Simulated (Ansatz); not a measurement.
Isolated molecules relaxed with PBE0-D4/def2-TZVP in Ansatz; ΔE leaves out vibrations. CBS: MP2 limit from def2 TZ/QZ plus the TZ coupled-cluster correction, frozen cores. One conformer a species, not always the lowest.

`OB(O)S` + `Cc1ccccc1` → `CB(O)S` + `Oc1ccccc1`  (formal exchange of groups at a B–O bond)

`OB(O)S`:

Z-matrix (Å, degrees):
```
B
O 1 1.357
S 1 1.829 2 115.3
O 1 1.365 2 119.2 3 180.0
H 2 0.961 1 112.0 3 -180.0
H 3 1.342 1 96.9 2 -180.0
H 4 0.957 1 115.3 2 -180.0
```

`Cc1ccccc1`:

Cartesian coordinates in Å:
```
C -1.840 -0.509 1.125
C -0.593 -0.180 0.362
C 0.634 -0.071 1.010
C 1.784 0.262 0.311
C 1.727 0.490 -1.056
C 0.512 0.381 -1.715
C -0.635 0.048 -1.010
H -1.617 -1.091 2.021
H -2.353 0.403 1.446
H -2.542 -1.079 0.514
H 0.689 -0.252 2.079
H 2.730 0.339 0.836
H 2.626 0.747 -1.605
H 0.457 0.552 -2.784
H -1.581 -0.040 -1.535
```

`CB(O)S`:

Z-matrix (Å, degrees):
```
C
B 1 1.565
H 1 1.094 2 110.8
H 1 1.094 2 111.3 3 118.3
H 1 1.091 2 111.4 3 -120.6
O 2 1.359 1 119.2 3 118.3
S 2 1.829 1 122.6 3 -61.5
H 6 0.961 2 115.1 1 -179.8
H 7 1.341 2 96.8 1 -0.2
```

`Oc1ccccc1`:

```xyz
13

O     2.020   -0.730   -1.250
C     0.920   -0.324   -0.568
C     0.790    1.035   -0.306
C    -0.316    1.495    0.387
C    -1.298    0.616    0.824
C    -1.162   -0.737    0.558
C    -0.058   -1.211   -0.135
H     1.988   -1.683   -1.364
H     1.562    1.711   -0.651
H    -0.411    2.556    0.588
H    -2.161    0.983    1.365
H    -1.919   -1.437    0.892
H     0.044   -2.273   -0.341
```

```json
{"species": "`OB(O)S`", "CCSD(T)/CBS(def2) energy (Eh)": "-574.86140"}
{"species": "`Cc1ccccc1`", "CCSD(T)/CBS(def2) energy (Eh)": "-271.18948"}
{"species": "`CB(O)S`", "CCSD(T)/CBS(def2) energy (Eh)": "-538.90144"}
{"species": "`Oc1ccccc1`", "CCSD(T)/CBS(def2) energy (Eh)": "-307.09669"}
```

**Question.** Work out ΔE.

**Answer.** ΔE = (-538.90144) + (-307.09669) − (-574.86140) − (-271.18948) = 0.05275 Eh = +33.1 kcal/mol.

Largest T1 diagnostic among the species: 0.012.

From r2SCAN to r2SCAN0 (25 % exact exchange), in def2-TZVPP and without D4, ΔE moves by +1.3 kcal/mol. At CCSD(T), def2-SVP lies +1.3 kcal/mol from the extrapolated value and def2-TZVPP −0.0 kcal/mol.
